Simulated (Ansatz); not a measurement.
## CdS: from a migration barrier to a jump rate

All numbers below come from Ansatz, DFT PBEsol, scalar-relativistic, plane waves, PAW. Settings: plane waves to 420 eV, k-mesh 4×4×4 (Γ-centred), Gaussian smearing 0.05 eV. No spin polarisation.

In a supercell of 16 sites an atom of Cd jumps into a neighbouring Cd vacancy, a = 4.12 Å from site to site in the perfect crystal, with a cell charge of -2 (uniform background, no finite-size correction). The half-way point, relaxed in its symmetry, lies 1.116 eV above the relaxed vacancy. Take it as the barrier; the order of the saddle wasn't checked, and the cell is small.

Question: With an assumed attempt frequency of 10¹³ s⁻¹, how often does the jump happen, and how fast does the vacancy diffuse?

Answer: Transition-state theory gives Γ = ν exp(−E/k_BT), and one such jump direction contributes Γa²/6 to the vacancy's diffusion coefficient averaged over directions:

```
T (K) E/k_BT      Γ (1/s)  Γa²/6 (cm²/s)
  300    43.2  1.8 × 10^-6   5.1 × 10^-22
  600    21.6   4.2 × 10^3   1.2 × 10^-12
 1000    12.9   2.4 × 10^7    6.7 × 10^-9
 1500     8.6   1.8 × 10^9    5.0 × 10^-7
```

The rate reaches one jump a second at T = E/(k_B ln 10¹³) = 433 K. The number of equivalent jumps multiplies D if they link up through the crystal; a hop between two sites alone gives no long-range diffusion, which then waits on a higher barrier. In either case the atoms' own diffusion carries the vacancy concentration and a correlation factor besides. Rows above the melting point are formal, and so are rows where E/k_BT falls under about 3, since the theory needs rare jumps.

Question: How much does an error of 0.1 eV in the barrier matter?

Answer: It multiplies the rate by exp(0.1 eV/k_BT): 48 at 300 K and 3.2 at 1000 K, more than the usual doubt about ν at low temperature.

Cost: 2 runs of about 13 core-minutes in all, on Intel Xeon Platinum 8375C (Ice Lake) (shared hosts).